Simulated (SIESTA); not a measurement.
Crystal: Sn.

```
Sn
1.0
     0.00000    3.23334    3.23334
     3.23334    0.00000    3.23334
     3.23334    3.23334    0.00000
Sn
2
Direct
  0.75000 0.75000 0.75000
  0.50000 0.50000 0.50000
```

This isn't the form of Sn at room conditions, which is tetragonal (white tin).

- Program: SIESTA 5.4.2
- Task: relaxation of cell and atoms
- Functional: PBE
- Potentials or basis: PseudoDojo 0.4 standard (PBE files)
- Basis: TZP (energy shift 0.01 Ry)
- Grid cutoff: 500 Ry
- Energy shift: 0.01 Ry
- k mesh: 7 × 7 × 7
- Occupations: fermi-dirac, width 0.05 eV
- Spin: no spin polarisation

At the start: pressure 3.4 GPa; volume 33.80 Å³/atom.

Problem. Where does the relaxation end?

Solution. Over 5 steps the energy falls by 26.6 meV/atom and the volume is 36.72 Å³/atom (+8.6 %); space group Fd-3m (No. 227, to 0.05 Å).

The path:
```csv
step,energy change (eV),largest force (eV/Å),pressure (GPa),volume (Å³)
1,0.0000,0.0001,3.38,67.61
2,-0.0193,0.0005,2.65,68.65
3,-0.0531,0.0018,0.24,72.84
4,-0.0533,0.0017,0.05,73.31
5,-0.0533,0.0017,0.00,73.45
```

Final structure:
```
Sn
1.0
     0.00062    3.32425    3.32425
     3.32425    0.00062    3.32425
     3.32425    3.32425    0.00062
Sn
2
Direct
  0.74999 0.74999 0.74999
  0.50001 0.50001 0.50001
```

Caveat: semicore shells carry a single zeta, which can move pressures by several GPa and volumes by a few percent; the basis of atomic orbitals isn't converged, which shifts pressures, moduli and gaps.
